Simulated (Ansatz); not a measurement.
AgCl: stiffness from a series of strains

```
CELL_PARAMETERS angstrom
1.87091 -5.55660 0.00000
1.87091 5.55660 0.00000
0.00000 0.00000 3.92404
ATOMIC_POSITIONS crystal
Ag 0.39656 0.60344 0.75000
Ag 0.60344 0.39656 0.25000
Cl 0.86545 0.13455 0.25000
Cl 0.13455 0.86545 0.75000
```

Atoms are numbered in the order listed.

The cell is the one relaxed in the Materials Project (mp-570858), not relaxed further here; entries there can be hypothetical.

These are results of Ansatz 0.2.0, DFT, PBEsol, all-electron LAPW, scalar-relativistic, not measurements.

Numerical set-up: a Γ-centred 9×9×8 k mesh, Fermi–Dirac smearing of 0.03 eV, basis error target 1 meV/atom, no spin polarisation.

The strain is applied along the Cartesian axes of the cell as listed (the other components stay zero). Fractional coordinates are held (clamped ions).

σ is the change of stress from the unstrained cell, which is at -2.88 GPa; tension is positive, so slopes are stress–strain coefficients at that pressure.

Only quantities that a quadratic follows smoothly over the whole series are listed; rougher ones are left out.

```
    εzz  σzz (GPa)  σxx (GPa)
-0.0300      -2.33      -1.86
-0.0200      -1.49      -1.18
-0.0100      -0.72      -0.56
 0.0000       0.00       0.00
 0.0200       1.29       0.95
 0.0300       1.86       1.36
```

**Question.** Fit the series and read off the stiffness at zero strain.

**Answer.** Least-squares fits y = p0 + p1 x + p2 x² to the rows give σzz (GPa): p1 = 69.7, p2 = -260; σxx (GPa): p1 = 53.5, p2 = -280. So C33 = 70 GPa and C13 = 54 GPa, for these axes.

**Question.** One run, at εzz = 0.0100, is withheld. Predict its row.

**Answer.** The fits give 0.67, 0.51; the run gave 0.67, 0.50.
